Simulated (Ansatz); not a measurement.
Compressing Au

Method: DFT PBE, scalar-relativistic, plane waves, PAW (Ansatz). Settings: 420 eV cutoff, 18×18×18 k-mesh, Gaussian smearing of 0.10 eV, no spin polarisation.

Starting point, cell and atoms relaxed:

```xyz
1
Lattice="-1.6507 1.6507 1.6507 1.6507 -1.6507 1.6507 1.6507 1.6507 -1.6507" Properties=species:S:1:pos:R:3 pbc="T T T"
Au    0.0000    0.0000    0.0000
```

Cell and atoms are relaxed at each pressure within the symmetry of the start, at zero temperature, so transitions that lower the symmetry aren't seen. The k-mesh given is that at zero pressure and may differ at others. a, b and c are the lengths of the cell vectors above.

Spin–orbit coupling is left out, which can shift energies with elements as heavy as these.

| P (GPa) | V (Å³/atom) | V/V0 | a (Å) | b (Å) | c (Å) |
| --- | --- | --- | --- | --- | --- |
| -1 | 18.12 | 1.007 | 2.866 | 2.866 | 2.866 |
| 0 | 17.99 | 1.000 | 2.859 | 2.859 | 2.859 |
| 1 | 17.87 | 0.993 | 2.852 | 2.852 | 2.852 |
| 4 | 17.52 | 0.974 | 2.834 | 2.834 | 2.834 |
| 12 | 16.78 | 0.933 | 2.793 | 2.793 | 2.793 |
| 25 | 15.90 | 0.884 | 2.743 | 2.743 | 2.743 |
| 50 | 14.73 | 0.819 | 2.675 | 2.675 | 2.675 |
| 90 | 13.54 | 0.753 | 2.601 | 2.601 | 2.601 |

Task: What bulk modulus and pressure derivative fit these points?

Result: A third-order Birch–Murnaghan fit gives B0 = 142 GPa and B0' = 5.7.

This bcc form isn't the element's structure at ambient conditions.